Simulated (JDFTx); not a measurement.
CdS (Hawleyite) under changes of volume

One of the cells (24.808 Å³/atom); the others are scaled copies at fixed shape and fractional positions:

```
CELL_PARAMETERS angstrom
0.00000 2.91650 2.91650
2.91650 0.00000 2.91650
2.91650 2.91650 0.00000
ATOMIC_POSITIONS crystal
Cd 0.00000 0.00000 0.00000
S 0.75000 0.75000 0.75000
```

| Property | Result |
| --- | --- |
| Program | JDFTx 1.7.0 (patched build) |
| Functional | PBEsol |
| Potentials or basis | PseudoDojo-SR-PBEsol-0.4.1-standard with smoothed tails |
| Cutoff | 1388 eV |
| Density cutoff | 11102 eV |
| k mesh | 8 × 8 × 8 |
| Occupations | fermi-dirac, width 0.05 eV |
| Spin | no spin polarisation |

| volume (Å³/atom) | energy over the lowest point (meV/atom) | pressure (GPa) | gap on the mesh (eV) |
| --- | --- | --- | --- |
| 23.319 | 16.76 | 4.0 | 1.13 |
| 23.815 | 6.66 | 2.4 | 1.09 |
| 24.312 | ? | ? | ? |
| 24.808 | 0.00 | -0.3 | 1.00 |
| 25.304 | 2.51 | -1.4 | 0.96 |
| 25.800 | 8.36 | -2.4 | 0.92 |
| 26.296 | 17.20 | -3.3 | 0.88 |

Problem. What does the run at 24.312 Å³/atom give?

Solution. Energy over the lowest point 1.24 meV/atom; pressure 1.0 GPa; gap on the mesh 1.04 eV.

Worked out: A Birch-Murnaghan fit of order 3 (a polynomial in V^(-2/3)) to the other rows has its minimum at 24.71 Å³/atom with B0 = V·E''(V) = 61 GPa and B' = 4.6. It gives 1.23 meV/atom at 24.312 Å³/atom, against the run's 1.24, and -dE/dV = 1.0 GPa, against 1.0. A straight line through the other rows of the gap, of slope -2.09 eV per unit of ln V (its deformation potential), gives 1.04 eV, against the run's 1.04.

Energies are extrapolated to zero smearing.

Spin-orbit coupling on Cd is left out.
